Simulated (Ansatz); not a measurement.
BN (zincblende) (r2SCAN geometry), in Ansatz:

```cif
data_structure
_symmetry_space_group_name_H-M 'F-43m'
_symmetry_Int_Tables_number 216
_cell_length_a 3.6097
_cell_length_b 3.6097
_cell_length_c 3.6097
_cell_angle_alpha 90.000
_cell_angle_beta 90.000
_cell_angle_gamma 90.000
_cell_volume 47.03
loop_
_atom_site_label
_atom_site_type_symbol
_atom_site_symmetry_multiplicity
_atom_site_Wyckoff_symbol
_atom_site_fract_x
_atom_site_fract_y
_atom_site_fract_z
_atom_site_occupancy
B1 B 4 a 0.00000 0.00000 0.00000 1
N1 N 4 d 0.25000 0.25000 0.75000 1
```

G0W0@PBE with 44 empty bands, a screening cutoff of 140 eV and a 6×6×6 mesh (PAW, contour deformation) gives 5.983 eV over the mesh points, from a PBE gap of 4.475 eV; it sums over 48 bands with 59 plane waves in the screening and a wave cutoff of 420 eV. G0W0 here is at a finite number of bands, screening cutoff and k mesh, not at the basis limit. No spin polarisation and no zero-point or thermal motion.

Q: Estimate the gap with starting point HSE06.

A: 6.477 eV (+0.494 eV), from a Kohn-Sham gap of 5.796 eV.

Q: Another run gave a Kohn-Sham gap of 4.475 eV and a G0W0 gap of 5.944 eV, summing over 48 bands with 59 plane waves in the screening and a wave cutoff of 420 eV. What was changed?

A: Frequency model Godby-Needs pole. Only the quasiparticle gap differs.
